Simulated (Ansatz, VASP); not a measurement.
## One calculation of TiH2, two programs

INCAR

```
SYSTEM = TiH2
ALGO = Fast ; EDIFF = 1E-7
ENCUT = 520 ; GGA = PS
ISIF = 2 ; ISMEAR = 0
LASPH = .TRUE. ; LCHARG = .FALSE.
LREAL = .FALSE. ; LWAVE = .FALSE.
NBANDS = 14 ; NELM = 60
PREC = Accurate ; SIGMA = 0.15
```

KPOINTS

```
k-points
0
G
  20 20 20
  0 0 0
```

File POSCAR:

```
TiH2
1.0
   -1.5965000000      1.5965000000      2.1335000000
    1.5965000000     -1.5965000000      2.1335000000
    1.5965000000      1.5965000000     -2.1335000000
Ti H
1 2
Direct
    0.0732364659      0.0732364659      0.0000000000
    0.7500000000      0.2500000000      0.5000000000
    0.2500000000      0.7500000000      0.5000000000
```

Input for Ansatz:

```yaml
crystal:
  lattice:
    - [-1.5965, 1.5965, 2.1335]
    - [1.5965, -1.5965, 2.1335]
    - [1.5965, 1.5965, -2.1335]
  atoms:
    - { symbol: Ti, position: [0.0732364659, 0.0732364659, 0.0] }
    - { symbol: H, position: [0.75, 0.25, 0.5] }
    - { symbol: H, position: [0.25, 0.75, 0.5] }
basis:
  ecutwfc: 420
kpoints:
  mp_grid: { grid: [20, 20, 20] }
hamiltonian:
  xc: pbesol
scf:
  occupations: { method: gaussian, width: 0.15 }
output:
  forces: true
  stress: true
  eigenvalues: true
```

Change from the starting cell: all Ti atoms moved +0.312 Å, as atom 1 along Cartesian [0 0 1].

Alike in both runs: task single point; functional PBEsol; k mesh 20 × 20 × 20; occupations gaussian, width 0.15 eV; no spin polarisation.

|  | VASP | Ansatz |
| --- | --- | --- |
| version | VASP 6.6.1 | Ansatz 0.2.0 |
| potentials or method | VASP PAW PBE potentials, release 64 (Ti_sv, H) | scalar-relativistic, plane waves, PAW |
| plane-wave cutoff (eV) | 520 | 420 |
| valence electrons in the cell | 14 | 14 |

Ansatz gave:

| Property | Result |
| --- | --- |
| gap on the k mesh at the Fermi level (eV) | none |
| pressure (GPa) | 0.2 |
| largest component of the traceless stress (GPa) | 3.05 |
| rms of the force components (eV/Å) | 1.087 |

Question: What did VASP give for the same quantities?

Answer: gap on the k mesh at the Fermi level (eV): none; pressure (GPa): 0.1; largest component of the traceless stress (GPa): 3.09; rms of the force components (eV/Å): 1.088.

Atom by atom the forces differ by 0.001 eV/Å (rms over components). A gap of «none» marks a metal or a gap that the smearing closes. With one functional, cell and mesh, what is left measures potentials, basis and numerics.

Caveats: the PAW data sets were made with another functional, which shifts forces and pressure a little (VASP).
